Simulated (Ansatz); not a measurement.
Crystal: Cl.

```
Cl
1.0
     3.14500   -2.25000    0.00000
     3.14500    2.25000    0.00000
     0.00000    0.00000    8.21000
Cl
4
Direct
  0.37000 0.63000 0.40000
  0.13000 0.87000 0.90000
  0.63000 0.37000 0.60000
  0.87000 0.13000 0.10000
```

Base run:

```yaml
Program: Ansatz 0.2.0
Functional: LDA
Potentials_or_basis: all-electron LAPW, scalar-relativistic
Cutoff: 283 eV (chosen from the basis error)
Basis_error_allowed: 0.002 eV/atom
k_mesh: 7 × 7 × 4
Occupations: fermi-dirac, width 0.05 eV
Spin: no spin polarisation
```

Its results: band gap on the k mesh 2.34 eV, indirect (least direct gap 2.40 eV); pressure -2.4 GPa; largest force 0.193 eV/Å.

Q: The run is repeated on the same cell with these changes: functional from LDA to PBEsol. What comes out?

A: Band gap on the k mesh 2.44 eV, indirect (least direct gap 2.49 eV); pressure -0.9 GPa; largest force 0.175 eV/Å.

PBEsol binds less tightly than LDA, so the same cell stands under more pressure.
